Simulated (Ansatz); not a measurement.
Al2Pt:

```xyz
3
Lattice="0.0000 2.9550 2.9550 2.9550 0.0000 2.9550 2.9550 2.9550 0.0000" Properties=species:S:1:pos:R:3 pbc="T T T"
Pt    0.0000    0.0000    0.0000
Al    4.4325    4.4325    4.4325
Al    1.4775    1.4775    1.4775
```

```yaml
Program: Ansatz 0.2.0
Task: relaxation of cell and atoms
Functional: PBEsol
Dispersion: D3(BJ)
Potentials_or_basis: Ansatz PAW
Cutoff: "420 eV (not typed: the program's choice for these potentials)"
k_mesh: 8 × 8 × 8
Occupations: fermi-dirac, width 0.05 eV
Spin: no spin polarisation
```

At the start: volume 17.20 Å³/atom.

Problem. How do energy, volume and symmetry change on relaxing?

Solution. It ends after 5 steps and the volume is 16.63 Å³/atom (-3.3 %); space group Fm-3m (No. 225, to 0.05 Å).

Step by step:
```tsv
step	energy change (eV)	largest force (eV/Å)	volume (Å³)
1	0.0000	0.0000	51.61
2	-0.0238	0.0000	49.33
3	-0.0265	0.0000	49.91
4	-0.0266	0.0000	49.88
5	-0.0261	0.0000	49.88
```

Final structure:
```yaml
crystal:
  lattice:
    - [0.00000, 2.92168, 2.92168]
    - [2.92168, 0.00000, 2.92168]
    - [2.92168, 2.92168, 0.00000]
  atoms:
    - { symbol: Pt, position: [0.00000, 0.00000, 0.00000] }
    - { symbol: Al, position: [0.75000, 0.75000, 0.75000] }
    - { symbol: Al, position: [0.25000, 0.25000, 0.25000] }
```

Caveat: the plane-wave basis is chosen anew once the cell has moved, so the energies of steps on either side of that aren't comparable; pairwise dispersion overbinds metals, which lowers pressure and volume; the PAW data sets come from PBE, with cores solved anew for the run's functional, which leaves a small shift of forces and pressure.
